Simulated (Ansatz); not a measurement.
# Eigenvalues along a path: BaS

```xyz
2
Lattice="0.0000 3.1144 3.1144 3.1144 0.0000 3.1144 3.1144 3.1144 0.0000" Properties=species:S:1:pos:R:3 pbc="T T T"
Ba    0.0000    0.0000    0.0000
S     3.1144    3.1144    3.1144
```

The base volume is that of a database entry, with shape and atoms relaxed on PAW files at held volume, so it needn't be at zero pressure; the structure needn't be the stable phase, at rest or compressed.

Computed with Ansatz 0.2.0; functional LDA, scalar-relativistic. Settings: a Γ-centred 8×8×8 k mesh, Fermi–Dirac smearing of 0.03 eV, no spin polarisation. Methods: LAPW: all electrons, basis error target 1 meV/atom.

This run: volume at 0.9 of the series' base cell.

Spin–orbit coupling is left out, which matters for the heavy atoms.

Path points, in fractions of the reciprocal vectors: Γ (0.000, 0.000, 0.000), X (0.500, 0.000, 0.500), U (0.625, 0.250, 0.625), K (0.375, 0.375, 0.750), L (0.500, 0.500, 0.500), W (0.500, 0.250, 0.750). The distance column jumps between branches of the path. Levels in eV from the valence-band top; bands 15 to 24, counted from the lowest band of the run. The gap is 1.88 eV, the pressure 1.09 GPa.

```
# k(1/Å) point b15 b16 b17 b18 b19 b20 b21 b22 b23 b24
0.000 Γ -10.72 -10.72 -10.72 -10.37 0.00 0.00 0.00 3.78 3.82 3.82
0.168 - -11.06 -10.74 -10.74 -10.00 -0.44 -0.04 -0.04 3.59 4.06 4.08
0.336 - -11.41 -10.79 -10.79 -9.61 -1.10 -0.10 -0.10 3.10 4.44 4.79
0.504 - -11.60 -10.85 -10.85 -9.51 -1.37 -0.13 -0.13 2.61 4.89 5.42
0.672 - -11.62 -10.92 -10.92 -9.72 -1.11 -0.11 -0.11 2.21 5.46 5.75
0.841 - -11.49 -10.97 -10.97 -10.09 -0.61 -0.07 -0.07 1.96 6.05 6.07
1.009 X -11.39 -10.98 -10.98 -10.29 -0.34 -0.05 -0.05 1.88 6.17 6.42
1.068 - -11.38 -11.03 -10.98 -10.24 -0.34 -0.09 -0.07 1.92 6.21 6.46
1.128 - -11.37 -11.13 -10.97 -10.13 -0.35 -0.20 -0.13 2.05 6.35 6.58
1.187 - -11.36 -11.25 -10.96 -9.99 -0.36 -0.36 -0.23 2.24 6.56 6.77
1.247 - -11.39 -11.34 -10.95 -9.84 -0.56 -0.37 -0.34 2.49 6.62 6.84
1.306 - -11.51 -11.31 -10.93 -9.69 -0.76 -0.47 -0.38 2.80 6.29 7.05
1.365 U -11.63 -11.28 -10.91 -9.55 -0.97 -0.60 -0.40 3.14 5.97 6.89
1.983 K -11.63 -11.28 -10.91 -9.55 -0.97 -0.60 -0.40 3.14 5.97 6.89
2.161 - -11.89 -11.16 -10.84 -9.21 -1.48 -0.94 -0.43 4.40 5.10 6.07
2.340 - -11.97 -11.03 -10.77 -9.06 -1.69 -1.08 -0.40 4.41 5.31 5.47
2.518 - -11.85 -10.90 -10.73 -9.16 -1.53 -0.97 -0.30 3.95 4.68 5.17
2.696 - -11.55 -10.80 -10.72 -9.49 -1.01 -0.63 -0.17 3.74 4.21 4.66
2.875 - -11.11 -10.74 -10.72 -9.96 -0.36 -0.21 -0.05 3.76 3.92 4.06
3.053 Γ -10.72 -10.72 -10.72 -10.37 0.00 0.00 0.00 3.78 3.82 3.82
3.199 - -11.03 -10.72 -10.72 -10.06 -0.22 -0.11 -0.11 3.80 3.93 3.93
3.344 - -11.43 -10.73 -10.73 -9.64 -0.71 -0.37 -0.37 3.82 4.24 4.24
3.490 - -11.78 -10.74 -10.74 -9.27 -1.24 -0.68 -0.68 3.99 4.74 4.74
3.635 - -12.05 -10.76 -10.76 -8.98 -1.69 -0.94 -0.94 4.37 5.40 5.40
3.781 - -12.22 -10.77 -10.77 -8.79 -1.99 -1.12 -1.12 4.93 6.13 6.13
3.927 L -12.27 -10.77 -10.77 -8.72 -2.10 -1.18 -1.18 5.51 5.76 6.60
4.046 - -12.24 -10.80 -10.78 -8.78 -2.02 -1.15 -1.12 5.32 5.63 6.57
4.164 - -12.16 -10.88 -10.81 -8.92 -1.82 -1.05 -0.97 4.95 5.27 6.65
4.283 - -12.02 -10.99 -10.86 -9.11 -1.58 -0.89 -0.77 4.61 4.85 6.89
4.402 - -11.84 -11.09 -10.96 -9.29 -1.37 -0.66 -0.57 4.37 4.50 6.99
4.521 - -11.64 -11.16 -11.10 -9.42 -1.25 -0.46 -0.43 4.23 4.27 6.75
4.640 W -11.53 -11.19 -11.19 -9.47 -1.20 -0.38 -0.38 4.19 4.19 6.66
4.724 - -11.51 -11.24 -11.14 -9.51 -1.14 -0.39 -0.35 3.59 4.83 6.61
4.808 - -11.44 -11.29 -11.09 -9.63 -0.95 -0.38 -0.30 3.05 5.51 6.51
4.892 - -11.33 -11.33 -11.05 -9.81 -0.67 -0.37 -0.23 2.58 6.19 6.41
4.976 - -11.36 -11.19 -11.01 -10.02 -0.38 -0.36 -0.15 2.21 6.33 6.85
5.060 - -11.38 -11.05 -10.99 -10.20 -0.34 -0.14 -0.08 1.96 6.24 6.52
5.144 X -11.39 -10.98 -10.98 -10.29 -0.34 -0.05 -0.05 1.88 6.17 6.42
```
